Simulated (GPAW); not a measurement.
MoP:

```xyz
2
Lattice="3.2230 0.0000 0.0000 -1.6115 2.7912 0.0000 0.0000 0.0000 3.1910" Properties=species:S:1:pos:R:3 pbc="T T T"
Mo    0.0000    0.0000    0.0000
P     0.0000    1.8608    1.5955
```

```yaml
Program: GPAW 26.7.0
Task: relaxation of cell and atoms
Functional: PBEsol
Dispersion: D3(BJ)
Potentials_or_basis: PAW data sets generated in the run's folder for this functional
Cutoff: 600 eV
Basis: pw
k_mesh: 7 × 7 × 6
Occupations: fermi-dirac, width 0.05 eV
Spin: no spin polarisation
```

At the start: pressure -9.9 GPa; volume 14.35 Å³/atom.

Problem. Where does the relaxation end?

Solution. Over 5 steps the energy falls by 18.9 meV/atom and the volume is 13.77 Å³/atom (-4.1 %); space group P-6m2 (No. 187, to 0.05 Å).

The path:
```csv
step,energy change (eV),largest force (eV/Å),pressure (GPa),volume (Å³)
1,0.0000,0.0000,-9.89,28.71
2,-0.0263,0.0000,-5.62,28.17
3,-0.0375,0.0000,0.25,27.50
4,-0.0376,0.0000,-0.03,27.53
5,-0.0378,0.0000,-0.20,27.54
```

Final structure:
```
Mo P
1.0
     3.17842    0.00000    0.00000
    -1.58921    2.75259    0.00000
     0.00000    0.00000    3.14780
Mo P
1 1
Direct
  0.00000 0.00000 0.00000
  0.33333 0.66667 0.50000
```

Caveat: later steps reuse the first step's grids; pairwise dispersion overbinds metals, which lowers pressure and volume.
